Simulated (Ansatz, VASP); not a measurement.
# One calculation of Al, two programs

File INCAR:

```
ALGO     = Normal         # electronic algorithm
EDIFF    = 1E-7           # SCF threshold, eV
ENCUT    = 520            # plane-wave cutoff, eV
ISIF     = 2              # what is computed and relaxed
ISMEAR   = -1             # smearing method
LASPH    = True           # aspherical terms in the spheres
LCHARG   = False          # write CHGCAR
LREAL    = False          # projectors in reciprocal space
LWAVE    = False          # write WAVECAR
NBANDS   = 10             # bands
NELM     = 80             # most SCF steps
PREC     = Accurate       # precision mode
SIGMA    = 0.08           # smearing width, eV
```

Contents of KPOINTS:

```
k-points
0
Gamma
  12 12 12
```

File POSCAR:

```
Al
1.0
    0.0000000000      2.5781516742      2.5781516742
    2.5781516742      0.0000000000      2.5781516742
    2.5781516742      2.5781516742      0.0000000000
Al
2
Direct
   -0.1250000000     -0.1250000000     -0.1250000000
    0.1250000000      0.1250000000      0.1250000000
```

Input for Ansatz:

```yaml
crystal:
  lattice:
    - [0.0, 2.5781516742, 2.5781516742]
    - [2.5781516742, 0.0, 2.5781516742]
    - [2.5781516742, 2.5781516742, 0.0]
  atoms:
    - { symbol: Al, position: [-0.125, -0.125, -0.125] }
    - { symbol: Al, position: [0.125, 0.125, 0.125] }
kpoints:
  mp_grid: { grid: [12, 12, 12] }
  band_path:
    path:
      - [0.0, 0.0, 0.0]
      - [0.5, 0.0, 0.5]
      - [0.625, 0.25, 0.625]
      - [0.375, 0.375, 0.75]
      - [0.0, 0.0, 0.0]
      - [0.5, 0.5, 0.5]
      - [0.5, 0.25, 0.75]
      - [0.5, 0.0, 0.5]
    npoints: 8
scf:
  occupations: { method: fermi_dirac, width: 0.08 }
hamiltonian:
  xc: lda
  pseudopotentials: { kind: paw }
output:
  forces: true
  stress: true
  eigenvalues: true
  populations: true
  dos: { projected: true, de: 0.2, e_range: [-14, 8] }
```

Change from the starting cell: volume scaled by 0.65, PAW files.

Alike in both runs: task single point; functional LDA; k mesh 12 × 12 × 12; occupations fermi-dirac, width 0.08 eV; no spin polarisation.

```csv
,VASP,Ansatz
version,VASP 6.6.1,Ansatz 0.2.0
potentials or method,"VASP PAW LDA potentials, release 64 (Al)","PAW with Ansatz's default frozen-core files, scalar-relativistic"
plane-wave cutoff (eV),520,420
valence electrons in the cell,6,6
```

|  | VASP | Ansatz | Ansatz less VASP |
| --- | --- | --- | --- |
| pressure (GPa) | 41.2 | 40.9 | -0.32 |

Caveats: so large a pressure means that the cell lies far from this level's equilibrium, or that cutoff or potentials fall short (VASP).
